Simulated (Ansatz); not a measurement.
**Structure relaxation of Ti₃S₂**

The calculation used Ansatz 0.2.0, DFT PBE, scalar-relativistic, plane waves, PAW. Cutoff 420 eV, Γ-centred k mesh, Gaussian smearing, no spin polarisation in the final step.

The start puts Ti₃S₂ on the anti-tetradymite structure type (R-3m, No. 166), with S in place of Bi, Ti in place of Te, at a guessed volume.

```xyz
5
Lattice="1.7557 1.0136 8.1384 -1.7557 1.0136 8.1384 0.0000 -2.0273 8.1384" Properties=species:S:1:pos:R:3 pbc="T T T"
Ti    0.0000    0.0000    0.0000
Ti    0.0000    0.0000    5.1150
Ti    0.0000    0.0000   19.3001
S     0.0000    0.0000    9.7660
S     0.0000    0.0000   14.6490
```

Cell and atoms relax at zero pressure; the relaxation can't lower the symmetry of the start. After a coarse first stage the cell is made exact in the group found at 0.06 Å.

Energies over the elements count from the elements' standard structures at the same level, with no empirical corrections.

Q: Describe the relaxed structure.

A: It keeps R-3m (No. 166). The result has the tetradymite structure. Conventional cell: a = 3.400 Å, c = 23.908 Å. Ti on Wyckoff site a (1 atom of the primitive cell) has 6 S at 2.47 Å; Ti on Wyckoff site c (2 atoms of the primitive cell) is coordinated by 3 S at 2.40 Å; S is coordinated by 6 Ti at 2.40–2.47 Å.

Space group R-3m:H (No. 166). a = 3.400 Å, b = 3.400 Å, c = 23.908 Å, α = 90.00°, β = 90.00°, γ = 120.00°
```csv
atom,site,symmetry,x,y,z
Ti,3a,-3m,0.0000,0.0000,0.0000
Ti,6c,3m,0.3333,0.6667,0.8801
S,6c,3m,0.6667,0.3333,0.7292
```

Q: What are its volume, energy, density and gap?

A: The volume per atom is 15.96 Å³ and the density is 4.32 g/cm³. The energy over the elements is -1.02 eV/atom. The gap on the 12×12×12 mesh is 0 eV (a metal).

The final run used a 12×12×12 mesh on its 5-atom cell and 0.10 eV smearing. For metals, differences of a few meV/atom aren't resolved. A structure relaxed within its symmetry needn't be a true minimum. The steps took of the order of 4 core-minutes in all.